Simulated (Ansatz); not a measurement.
**Sn (Fd-3m): cell relaxations under several functionals in Python**

Aim: cell relaxations under several functionals, for Sn (Fd-3m), run from a script.

Program: the Python package of Ansatz 0.2.0. The levels of theory stand in the script. These are calculated values, not measurements.

## 1. The structure

Symmetry: Fd-3m, No. 227, cubic system. The conventional cell has a = 6.467 Å, b = 6.467 Å, c = 6.467 Å, α = 90.00°, β = 90.00°, γ = 90.00°. Around Sn (site symmetry -43m) lie 4 Sn at 2.80 Å.

The script holds or builds the structure itself.

## 2. Script

lattice.py reads:

```python
"""Relaxed cell of Sn under several functionals."""

import ansatz as az
import numpy as np

def edges_and_angles(cell):
    cell = np.asarray(cell)
    a, b, c = np.linalg.norm(cell, axis=1)
    cosines = cell[1] @ cell[2] / (b * c), cell[0] @ cell[2] / (a * c), cell[0] @ cell[1] / (a * b)
    return (a, b, c, *np.degrees(np.arccos(cosines)))

cell = (
    az.Lattice.of([0.0, 3.233343, 3.233343], [3.233343, 0.0, 3.233343], [3.233343, 3.233343, 0.0])
    .atom("Sn", [0.0, 0.0, 0.0])
    .atom("Sn", [0.25, 0.25, 0.25])
)

setup = (
    cell.calculation()
    .occupations("Gaussian")
    .kpoints(density=3.7)
    .relax(cell=True, force_tolerance=0.03, max_steps=40)
)

levels = [("revpbe", "d3bj"), ("pbesol", "none"), ("pbe", "d3bj"), ("rpbe", "none")]
print("level            a       b       c    alpha   beta  gamma  V/atom  steps")
for name, dispersion in levels:
    seen = []
    run = setup.functional(name, dispersion=dispersion).session().plan()
    result = run.execute(on_event=lambda e: seen.append(e) if e["event"] == "relax_step" else None)
    cell = result.lattice.cell_ang
    label = name if dispersion == "none" else f"{name}+{dispersion}"
    print("{:13s} {:7.4f} {:7.4f} {:7.4f} {:6.2f} {:6.2f} {:6.2f}".format(label, *edges_and_angles(cell)), f"{abs(np.linalg.det(cell)) / len(result.lattice.sites):7.3f} {len(seen):5d}")
```

## 3. The input behind the calls

The engine receives this input (first run):

```yaml
crystal:
  lattice:
    - [0.0, 3.233343, 3.233343]
    - [3.233343, 0.0, 3.233343]
    - [3.233343, 3.233343, 0.0]
  atoms:
    - { symbol: Sn, position: [0.0, 0.0, 0.0] }
    - { symbol: Sn, position: [0.25, 0.25, 0.25] }
kpoints:
  mp_grid:
    kspacing: 0.27027027027027023
hamiltonian:
  xc: revpbe
  dispersion: d3bj
scf:
  occupations:
    method: gaussian
relax:
  f_tol: 0.03
  max_steps: 40
  cell: {}
```

## 4. The run

Run with:

```
python lattice.py
```

The log of the run:

```text
level            a       b       c    alpha   beta  gamma  V/atom  steps
DeckWarning: basis.ecutwfc = 420 eV, auto-derived from the records' recommended cutoffs: set by Sn (normal level)
revpbe+d3bj    4.6349  4.6349  4.6349  60.00  60.00  60.00  35.204     5
pbesol         4.6249  4.6249  4.6249  60.00  60.00  60.00  34.976     5
pbe+d3bj       4.6480  4.6480  4.6480  60.00  60.00  60.00  35.502     5
rpbe           4.7617  4.7617  4.7617  60.00  60.00  60.00  38.171     5
```

(Warnings from the package without file and line.)

Run time: 42 s. Hardware: 1 thread of Arm Neoverse N1, shared host; peak memory 0.42 GiB.

Lines on the test bed's own set-up are left out of the output.

## 5. What each run gave

The 4 runs, in the order started:

```tsv
run	functional	dispersion	energy (eV/atom)	final volume (Å³/atom)	SCF cycles in all	CPU time (s)
1	revpbe	d3bj	-6030.8518	35.20	23	10
2	pbesol	none	-5949.7452	34.98	23	10
3	pbe	d3bj	-6024.4934	35.50	23	10
4	rpbe	none	-6032.7963	38.17	25	11
```

Energies are free energies F = E - TS of the smeared occupations. Totals under unlike functionals or potentials can't be compared directly.

## 6. The relaxation of run 1, step by step

Relaxation path:

| step | E - E(step 1) (eV/cell) | largest force component (eV/Å) | pressure (GPa) | volume (Å³) |
| --- | --- | --- | --- | --- |
| 1 | 0.0000 | 0.0000 | 1.80 | 67.61 |
| 2 | -0.0099 | 0.0000 | -0.84 | 72.01 |
| 3 | -0.0145 | 0.0000 | -0.08 | 70.55 |
| 4 | -0.0145 | 0.0000 | 0.00 | 70.41 |
| 5 | -0.0151 | 0.0000 | 0.00 | 70.41 |

Step 1 is the start. Step 5 repeats the geometry before it on a plane-wave basis chosen anew for that cell, so its energy need not be comparable with the rows above.

Lengths and angles in the start's conventional setting:

|  | before | after | change |
| --- | --- | --- | --- |
| a (Å) | 6.467 | 6.555 | +1.4 % |
| b (Å) | 6.467 | 6.555 | +1.4 % |
| c (Å) | 6.467 | 6.555 | +1.4 % |
| volume (Å³/atom) | 33.80 | 35.20 | +4.1 % |
| shortest distance (Å) | 2.800 | 2.838 | +1.4 % |
| space group (0.01 Å) | Fd-3m | Fd-3m | same |

The run keeps the 48 symmetry operations of the start, so it could not have lowered the symmetry.

## 7. Path of the relaxation of run 4

Step by step:

```
step  E - E(step 1) (eV/cell)  largest force component (eV/Å)  pressure (GPa)  volume (Å³)
   1                   0.0000                          0.0000            5.21        67.61
   2                  -0.1195                          0.0000           -0.72        78.25
   3                  -0.1239                          0.0000           -0.17        76.79
   4                  -0.1242                          0.0000            0.01        76.34
   5                  -0.1256                          0.0000           -0.01        76.34
```

Step 1 is the start. Step 5 repeats the geometry before it on a plane-wave basis chosen anew for that cell, so its energy need not be comparable with the rows above.

Lengths and angles in the start's conventional setting:

|  | before | after | change |
| --- | --- | --- | --- |
| a (Å) | 6.467 | 6.734 | +4.1 % |
| b (Å) | 6.467 | 6.734 | +4.1 % |
| c (Å) | 6.467 | 6.734 | +4.1 % |
| volume (Å³/atom) | 33.80 | 38.17 | +12.9 % |
| shortest distance (Å) | 2.800 | 2.916 | +4.1 % |
| space group (0.01 Å) | Fd-3m | Fd-3m | same |

Forces and stress were held to the start's 48 operations: a distortion of lower symmetry was not tested.

## 8. What came out

```
      quantity                                   value
 runs compared                                       4
relaxed volume  34.98 (pbesol) to 38.17 Å³/atom (rpbe)
```

In words: From smallest to largest: PBEsol (34.98 Å³ an atom, +3.5 % against the start), revPBE+D3BJ (35.20 Å³ an atom, +4.1 % against the start), PBE+D3BJ (35.50 Å³ an atom, +5.0 % against the start) and RPBE (38.17 Å³ an atom, +12.9 % against the start). The spread is 9.1 % in volume. In run 1, over 3 moves the cell grew by 4.1 % in volume, and the space group stayed Fd-3m. In run 4, the volume grew by 12.9 % over 3 moves, and the space group stayed Fd-3m. Reading the output:
- Forces vanish by symmetry, so the ions can't move, and the end may be a saddle.
- Edges and angles that the script prints are those of the cell as typed, here a primitive one.
